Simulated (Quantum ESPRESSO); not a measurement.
SnSe: zone-centre phonons under several settings

```
Sn Se
1.0
     0.00000    3.01000    3.01000
     3.01000    0.00000    3.01000
     3.01000    3.01000    0.00000
Sn Se
1 1
Direct
  0.00000 0.00000 0.00000
  0.50000 0.50000 0.50000
```

Measurements of this composition are mostly on another form, of space group No. 62.

All runs used Quantum ESPRESSO 7.5; k mesh 4 × 4 × 4, shifted; no spin polarisation; cutoff 612 eV; occupations smeared at first, fixed for the response.

```csv
level,potentials,geometry,lowest optical mode without the field (cm⁻¹),sum of the Born charges (e)
B86bPBE,GBRV 1.5 PBE,"given cell, atoms relaxed",27,0.62
LDA,GBRV 1.5 LDA,relaxed cell,?,?
```

**Question.** What stands in the row left open?

**Answer.** Lowest optical mode without the field 54 cm⁻¹; sum of the Born charges 0.67 e.

Caveats: the cutoff lies well under what these potentials need, so the values aren't converged.

For the row left open. Caveat: the k mesh is coarse; the mesh is thin for the dielectric tensor, Born charges and intensities, which usually come out too large; the cutoff lies well under what these potentials need, so the values aren't converged; the Born charges break their sum rule by 0.67 e, a sign of too thin a mesh.
